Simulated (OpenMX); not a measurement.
## GaN under changes of volume

One of the cells (11.444 Å³/atom); the others are scaled copies at fixed shape and fractional positions:

```xyz
2
Lattice="0.0000 2.2535 2.2535 2.2535 0.0000 2.2535 2.2535 2.2535 0.0000" Properties=species:S:1:pos:R:3 pbc="T T T"
Ga    0.0000    0.0000    0.0000
N     1.1268    1.1268    1.1268
```

The cell is a database's computed one.

- Program: OpenMX 3.8.5
- Functional: LDA
- Potentials or basis: OpenMX 2013 LDA set, Ga7.0-s3p2d2, N6.0-s2p2d1, fixed grid of 35 × 35 × 35 points
- k mesh: 11 × 11 × 11
- Occupations: fermi-dirac, width 0.05 eV
- Spin: no spin polarisation

```csv
volume (Å³/atom),energy over the lowest point (meV/atom),gap on the mesh (eV)
10.757,11.60,2.77
10.986,2.68,2.60
11.215,0.00,2.45
11.444,3.27,2.29
11.673,11.21,2.14
11.902,?,?
12.131,40.02,1.85
```

Question: What does the run at 11.902 Å³/atom give?

Answer: Energy over the lowest point 23.42 meV/atom; gap on the mesh 1.99 eV.

Worked out: A Birch-Murnaghan fit of order 3 (a polynomial in V^(-2/3)) to the other rows has its minimum at 11.20 Å³/atom with B0 = V·E''(V) = 195 GPa and B' = 5.2. It gives 23.70 meV/atom at 11.902 Å³/atom, against the run's 23.42. A straight line through the other rows of the gap, of slope -7.64 eV per unit of ln V (its deformation potential), gives 1.99 eV, against the run's 1.99.

Energies are extrapolated to zero smearing.

Caveats: the basis has few d functions beyond the semicore shells, which can make volumes several per cent too large; the basis of atomic orbitals isn't converged, which shifts pressures, moduli and gaps; an odd mesh through Γ misses points on the zone boundary, where band edges often lie (some runs).

Spin-orbit coupling on Ga is left out.
